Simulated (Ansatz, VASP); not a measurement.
# One calculation of GaH6, two programs

```
Ga H
1.0
    -2.11666    2.11666    2.11666
     2.11666   -2.11666    2.11666
     2.11666    2.11666   -2.11666
Ga H
1 6
Cartesian
  0.0000 0.0000 0.0000
  1.0583 0.0000 2.1167
  1.0583 2.1167 0.0000
  2.1167 1.0583 0.0000
  0.0000 1.0583 2.1167
  0.0000 2.1167 1.0583
  2.1167 0.0000 1.0583
```

Alike in both runs: functional PBE; k mesh 12 × 12 × 12; occupations gaussian, width 0.1 eV; no spin polarisation.

Ansatz relaxed the structure, and its values are those at the end. VASP's run is a single point on that final structure, the one shown.

|  | VASP | Ansatz |
| --- | --- | --- |
| version | VASP 6.6.1 | Ansatz 0.2.0 |
| potentials or method | VASP PAW PBE potentials, release 64 (Ga_d, H) | scalar-relativistic, plane waves, PAW |
| plane-wave cutoff (eV) | 520 | 420 |
| valence electrons in the cell | 19 | 19 |

Ansatz gave:

| Property | Result |
| --- | --- |
| gap on the k mesh at the Fermi level (eV) | none |
| pressure (GPa) | 0.0 |

Task: What did VASP give for the same quantities?

Result: gap on the k mesh at the Fermi level (eV): none; pressure (GPa): -0.1.

A gap of «none» marks a metal or a gap that the smearing closes.
